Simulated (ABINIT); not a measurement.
# CdTe (F-43m) in ABINIT: equation of state

Aim: energy against volume of CdTe in PBE, for its equilibrium volume and stiffness.

All numbers are computed with ABINIT 10.8.3 (patched build); they aren't measurements. Logs are shortened: lines on timing, memory, paths and dates and some standing lists are left out, and cuts for length are marked. The log counts tension as positive stress, the text compression.

## 1. The structure

It takes space group F-43m (No. 216, cubic). Conventional cell: a = 6.410 Å, b = 6.410 Å, c = 6.410 Å, α = 90.00°, β = 90.00°, γ = 90.00°. Te (site symmetry -43m) is surrounded by 4 Cd at 2.78 Å. Around Cd (site symmetry -43m) lie 4 Te at 2.78 Å.

## 2. Equation of state, PBE

Contents of run.abi:

```
ndtset 7
getwfk -1
scalecart1 3*0.9795861087
scalecart2 3*0.9864848297
scalecart3 3*0.9932883884
scalecart4 3*1.0000000000
scalecart5 3*1.0066227096
scalecart6 3*1.0131594038
scalecart7 3*1.0196128224

pp_dirpath "./"
pseudos "Te.GGA_PBE-JTH.xml, Cd.GGA_PBE-JTH.xml"

acell 4.5325544674 4.5325544674 4.5325544674 Angstrom
rprim
     0.0000000000     0.7071067812     0.7071067812
     0.7071067812     0.0000000000     0.7071067812
     0.7071067812     0.7071067812     0.0000000000
ntypat 2
znucl 52 48
natom 2
typat 1 2
xred
     0.7500000000     0.7500000000     0.7500000000
     0.0000000000     0.0000000000     0.0000000000

ecut 22.0
pawecutdg 44.0
pawxcdev 0

kptopt 1
ngkpt 7 7 7
nshiftk 1
shiftk 0.0 0.0 0.0

ixc 11

nband 13
occopt 3
tsmear 0.05 eV

nstep 100
tolvrs 1.0e-9

iomode 3
prtwf 1
prtden 0
prteig 0
prtebands 0
enunit 2
```

Potentials or basis: JTH PAW PBE v2.0.

The run is started by

```console
$ abinit run.abi > log 2>&1
```

run.abo:

```text
.Version 10.8.3 of ABINIT
 DATASET    1 : space group F-4 3 m (#216); Bravais cF (face-center cubic)
================================================================================
 Values of the parameters that define the memory need for DATASET  1.
     intxc =       0    ionmov =       0      iscf =      17    lmnmax =      18
     lnmax =       6     mgfft =      36  mpssoang =       3    mqgrid =    3001
     natom =       2  nloc_mem =       2    nspden =       1   nspinor =       1
    nsppol =       1      nsym =      24    n1xccc =       1    ntypat =       2
    occopt =       3   xclevel =       2
       mpw =        2075          nfft =       46656          nkpt =          20
 PAW method is used; the additional fine FFT grid is defined by:
   mgfftf=        54    nfftf =    157464
================================================================================
================================================================================
[... 71 lines left out ...]
 DATASET    7 : space group F-4 3 m (#216); Bravais cF (face-center cubic)
================================================================================
 Values of the parameters that define the memory need for DATASET  7.
     intxc =       0    ionmov =       0      iscf =      17    lmnmax =      18
     lnmax =       6     mgfft =      40  mpssoang =       3    mqgrid =    3001
     natom =       2  nloc_mem =       2    nspden =       1   nspinor =       1
    nsppol =       1      nsym =      24    n1xccc =       1    ntypat =       2
    occopt =       3   xclevel =       2
       mpw =        2334          nfft =       64000          nkpt =          20
 PAW method is used; the additional fine FFT grid is defined by:
   mgfftf=        54    nfftf =    157464
================================================================================
================================================================================

--------------------------------------------------------------------------------
------------- Echo of variables that govern the present computation ------------
--------------------------------------------------------------------------------
 -outvars: echo values of preprocessed input variables --------
            acell      8.5652865941E+00  8.5652865941E+00  8.5652865941E+00 Bohr
              amu      1.27600000E+02  1.12411000E+02
             ecut      2.20000000E+01 Hartree
           enunit           2
           getwfk          -1
              ixc          11
           jdtset        1    2    3    4    5    6    7
         kptrlatt        7    0    0      0    7    0      0    0    7
          kptrlen1     5.87330504E+01
          kptrlen2     5.91466770E+01
          kptrlen3     5.95545980E+01
          kptrlen4     5.99570062E+01
          kptrlen5     6.03540840E+01
          kptrlen6     6.07460046E+01
          kptrlen7     6.11329323E+01
            natom           2
            nband          13
           ndtset           7
            ngfft1         36      36      36
            ngfft2         36      36      36
            ngfft3         36      36      36
            ngfft4         40      40      40
            ngfft5         40      40      40
            ngfft6         40      40      40
            ngfft7         40      40      40
          ngfftdg          54      54      54
             nkpt          20
            nstep         100
             nsym          24
           ntypat           2
           occopt           3
        pawecutdg      4.40000000E+01 Hartree
         pawxcdev           0
           prtden           0
        prtebands           0
           prteig           0
            rprim1     0.0000000000E+00  6.9267198023E-01  6.9267198023E-01
                       6.9267198023E-01  0.0000000000E+00  6.9267198023E-01
                       6.9267198023E-01  6.9267198023E-01  0.0000000000E+00
            rprim2     0.0000000000E+00  6.9755011263E-01  6.9755011263E-01
                       6.9755011263E-01  0.0000000000E+00  6.9755011263E-01
                       6.9755011263E-01  6.9755011263E-01  0.0000000000E+00
            rprim3     0.0000000000E+00  7.0236095512E-01  7.0236095512E-01
                       7.0236095512E-01  0.0000000000E+00  7.0236095512E-01
                       7.0236095512E-01  7.0236095512E-01  0.0000000000E+00
            rprim4     0.0000000000E+00  7.0710678120E-01  7.0710678120E-01
                       7.0710678120E-01  0.0000000000E+00  7.0710678120E-01
                       7.0710678120E-01  7.0710678120E-01  0.0000000000E+00
            rprim5     0.0000000000E+00  7.1178974407E-01  7.1178974407E-01
                       7.1178974407E-01  0.0000000000E+00  7.1178974407E-01
                       7.1178974407E-01  7.1178974407E-01  0.0000000000E+00
            rprim6     0.0000000000E+00  7.1641188486E-01  7.1641188486E-01
                       7.1641188486E-01  0.0000000000E+00  7.1641188486E-01
                       7.1641188486E-01  7.1641188486E-01  0.0000000000E+00
            rprim7     0.0000000000E+00  7.2097514092E-01  7.2097514092E-01
                       7.2097514092E-01  0.0000000000E+00  7.2097514092E-01
                       7.2097514092E-01  7.2097514092E-01  0.0000000000E+00
          spgroup         216
           tolvrs      1.00000000E-09
           tsmear      1.83746611E-03 Hartree
            typat      1  2
[... 18 lines left out ...]
                       0.0000000000E+00  0.0000000000E+00  0.0000000000E+00
            xcart3     9.0238843098E+00  9.0238843098E+00  9.0238843098E+00
                       0.0000000000E+00  0.0000000000E+00  0.0000000000E+00
            xcart4     9.0848583505E+00  9.0848583505E+00  9.0848583505E+00
                       0.0000000000E+00  0.0000000000E+00  0.0000000000E+00
            xcart5     9.1450247291E+00  9.1450247291E+00  9.1450247291E+00
                       0.0000000000E+00  0.0000000000E+00  0.0000000000E+00
            xcart6     9.2044096700E+00  9.2044096700E+00  9.2044096700E+00
                       0.0000000000E+00  0.0000000000E+00  0.0000000000E+00
            xcart7     9.2630380638E+00  9.2630380638E+00  9.2630380638E+00
                       0.0000000000E+00  0.0000000000E+00  0.0000000000E+00
             xred      7.5000000000E-01  7.5000000000E-01  7.5000000000E-01
                       0.0000000000E+00  0.0000000000E+00  0.0000000000E+00
            znucl       52.00000   48.00000

================================================================================

 chkinp: Checking input parameters for consistency, jdtset=   1.

 chkinp: Checking input parameters for consistency, jdtset=   2.
[... 40 lines left out ...]
 getcut: wavevector=  0.0000  0.0000  0.0000  ngfft=  54  54  54
         ecut(hartree)=     44.000   => boxcut(ratio)=   2.15609

--- Pseudopotential description ------------------------------------------------
- pspini: atom type   1  psp file is ./Te.GGA_PBE-JTH.xml
 Pseudopotential format is: paw10
 basis_size (lnmax)=  4 (lmn_size=  8), orbitals=   0   0   1   1
 Spheres core radius: rc_sph= 2.31107438
 Shapefunction is SIN type: shapef(r)=[sin(pi*r/rshp)/(pi*r/rshp)]**2
 Radius for shape functions =  2.10488624
 Compensation charge density is not taken into account in XC energy/potential

- pspini: atom type   2  psp file is ./Cd.GGA_PBE-JTH.xml
 Pseudopotential format is: paw10
 basis_size (lnmax)=  6 (lmn_size= 18), orbitals=   0   0   1   1   2   2
 Spheres core radius: rc_sph= 2.50233826
 Shapefunction is BESSEL type: shapef(r,l)=aa(1,l)*jl(q(1,l)*r)+aa(2,l)*jl(q(2,l)*r)
 Radius for shape functions =  2.31074885
 Compensation charge density is not taken into account in XC energy/potential

   2.44797133E+03                                ecore*ucvol(ha*bohr**3)
--------------------------------------------------------------------------------

================================================================================

--- !BeginCycle
iteration_state: {dtset: 1, }
solver: {iscf: 17, nstep: 100, nline: 4, wfoptalg: 10, }
tolerances: {tolvrs: 1.00E-09, }
...

     iter   Etot(hartree)      deltaE(h)  residm     nres2
 ETOT  1  -55.812109005770    -5.581E+01 2.202E-01 3.697E+00
 ETOT  2  -55.897798019730    -8.569E-02 4.729E-02 1.429E+00
 ETOT  3  -55.937267745369    -3.947E-02 1.225E-01 3.744E+03
 ETOT  4  -55.895866702314     4.140E-02 5.625E-02 1.172E-01
 ETOT  5  -55.896839044409    -9.723E-04 1.461E-02 1.391E-01
 ETOT  6  -55.896824659580     1.438E-05 1.306E-02 1.173E-01
 ETOT  7  -55.896827787703    -3.128E-06 4.834E-03 1.257E-01
 ETOT  8  -55.896788938634     3.885E-05 4.945E-03 1.199E-01
 ETOT  9  -55.896766060221     2.288E-05 3.801E-03 1.193E-01
 ETOT 10  -55.896740972191     2.509E-05 4.123E-03 1.171E-01
[... 80 further cycles ...]
 ETOT 91  -55.896565345120    -7.642E-07 3.060E-07 2.342E-02
 ETOT 92  -55.896573330902    -7.986E-06 1.627E-06 1.618E-01
 ETOT 93  -55.896571718930     1.612E-06 2.778E-07 1.367E-01
 ETOT 94  -55.896565748712     5.970E-06 1.489E-07 5.125E-02
 ETOT 95  -55.896564560714     1.188E-06 2.510E-07 3.603E-02
 ETOT 96  -55.896583856769    -1.930E-05 2.459E-06 7.196E-02
 ETOT 97  -55.896563912914     1.994E-05 1.699E-06 1.636E-02
 ETOT 98  -55.896562518605     1.394E-06 1.249E-07 8.308E-03
 ETOT 99  -55.896561341024     1.178E-06 2.050E-07 6.081E-05
 ETOT  100  -55.896565429279    -4.088E-06 1.522E-07 4.706E-02

 Cartesian components of stress tensor (hartree/bohr^3)
  sigma(1 1)= -2.44640503E-04  sigma(3 2)=  0.00000000E+00
  sigma(2 2)= -2.44640503E-04  sigma(3 1)=  0.00000000E+00
  sigma(3 3)= -2.44640503E-04  sigma(2 1)=  0.00000000E+00

 scprqt:  WARNING -
  nstep=  100 was not enough SCF cycles to converge;
  density residual=  4.706E-02 exceeds tolvrs=  1.000E-09

--- !ResultsGS
iteration_state: {dtset: 1, }
comment   : Summary of ground state results
lattice_vectors:
- [  0.0000000,   5.9329340,   5.9329340, ]
- [  5.9329340,   0.0000000,   5.9329340, ]
- [  5.9329340,   5.9329340,   0.0000000, ]
lattice_lengths: [   8.39044,    8.39044,    8.39044, ]
lattice_angles: [ 60.000,  60.000,  60.000, ] # degrees, (23, 13, 12)
lattice_volume:   4.1767507E+02
convergence: {deltae: -4.088E-06, res2:  4.706E-02, residm:  1.522E-07, diffor: null, }
etotal    :  -5.58965654E+01
entropy   :   0.00000000E+00
fermie    :  -8.28215607E-02
cartesian_stress_tensor: # hartree/bohr^3
- [ -2.44640503E-04,   0.00000000E+00,   0.00000000E+00, ]
[... 536 lines left out ...]
 getcut: wavevector=  0.0000  0.0000  0.0000  ngfft=  40  40  40
         ecut(hartree)=     22.000   => boxcut(ratio)=   2.21178

 getcut : COMMENT -
  Note that boxcut > 2.2 ; recall that boxcut=Gcut(box)/Gcut(sphere) = 2
  is sufficient for exact treatment of convolution.
  Such a large boxcut is a waste : you could raise ecut
  e.g. ecut=   26.905802 Hartrees makes boxcut=2

 Fine grid specifications (used for densities):

 getcut: wavevector=  0.0000  0.0000  0.0000  ngfft=  54  54  54
         ecut(hartree)=     44.000   => boxcut(ratio)=   2.11207
--------------------------------------------------------------------------------
[... 733 lines left out ...]
-Cartesian components of stress tensor (GPa)         [Pressure=  1.5147E+00 GPa]
- sigma(1 1)= -1.51469064E+00  sigma(3 2)=  0.00000000E+00
- sigma(2 2)= -1.51469064E+00  sigma(3 1)=  0.00000000E+00
- sigma(3 3)= -1.51469064E+00  sigma(2 1)=  0.00000000E+00

== END DATASET(S) ==============================================================
================================================================================

 -outvars: echo values of variables after computation  --------
            acell      8.5652865941E+00  8.5652865941E+00  8.5652865941E+00 Bohr
           etotal1    -5.5896565429E+01
           etotal2    -5.5900575402E+01
           etotal3    -5.5902438293E+01
           etotal4    -5.5903929644E+01
           etotal5    -5.5905086432E+01
           etotal6    -5.5905942710E+01
           etotal7    -5.5906528422E+01
            fcart1    -0.0000000000E+00 -0.0000000000E+00 -0.0000000000E+00
                      -0.0000000000E+00 -0.0000000000E+00 -0.0000000000E+00
            fcart2     1.4083540435E-30  1.4083540435E-30 -4.2250621304E-30
                      -1.4083540435E-30 -1.4083540435E-30  4.2250621304E-30
            fcart3     5.5948299204E-30  2.7974149602E-30 -1.1189659841E-29
                      -5.5948299204E-30 -2.7974149602E-30  1.1189659841E-29
            fcart4    -2.7786397975E-30  6.9465994937E-31  2.7786397975E-30
                       2.7786397975E-30 -6.9465994937E-31 -2.7786397975E-30
            fcart5     1.1041434973E-29 -1.3801793716E-30 -8.2810762294E-30
                      -1.1041434973E-29  1.3801793716E-30  8.2810762294E-30
[... 38 lines left out ...]
                       0.0000000000E+00  0.0000000000E+00  0.0000000000E+00
           xangst1     4.7093602177E+00  4.7093602177E+00  4.7093602177E+00
                       0.0000000000E+00  0.0000000000E+00  0.0000000000E+00
           xangst2     4.7425258189E+00  4.7425258189E+00  4.7425258189E+00
                       0.0000000000E+00  0.0000000000E+00  0.0000000000E+00
           xangst3     4.7752339273E+00  4.7752339273E+00  4.7752339273E+00
                       0.0000000000E+00  0.0000000000E+00  0.0000000000E+00
           xangst4     4.8075000001E+00  4.8075000001E+00  4.8075000001E+00
                       0.0000000000E+00  0.0000000000E+00  0.0000000000E+00
           xangst5     4.8393386765E+00  4.8393386765E+00  4.8393386765E+00
                       0.0000000000E+00  0.0000000000E+00  0.0000000000E+00
           xangst6     4.8707638339E+00  4.8707638339E+00  4.8707638339E+00
                       0.0000000000E+00  0.0000000000E+00  0.0000000000E+00
           xangst7     4.9017886438E+00  4.9017886438E+00  4.9017886438E+00
                       0.0000000000E+00  0.0000000000E+00  0.0000000000E+00
             xred      7.5000000000E-01  7.5000000000E-01  7.5000000000E-01
                       0.0000000000E+00  0.0000000000E+00  0.0000000000E+00
 Calculation completed.
```

It took 4.6 min on 1 thread of Arm Neoverse V2, shared host; peak memory 0.18 GiB.

Results:

| Property | Result |
| --- | --- |
| Equilibrium volume | outside the volumes run |

Energy against volume, from the lowest point:
```csv
volume (Å³/atom),energy (meV/atom)
30.947,135.55
31.605,80.99
32.263,55.65
32.922,35.36
33.580,19.62
34.239,7.97
34.897,0.00
```
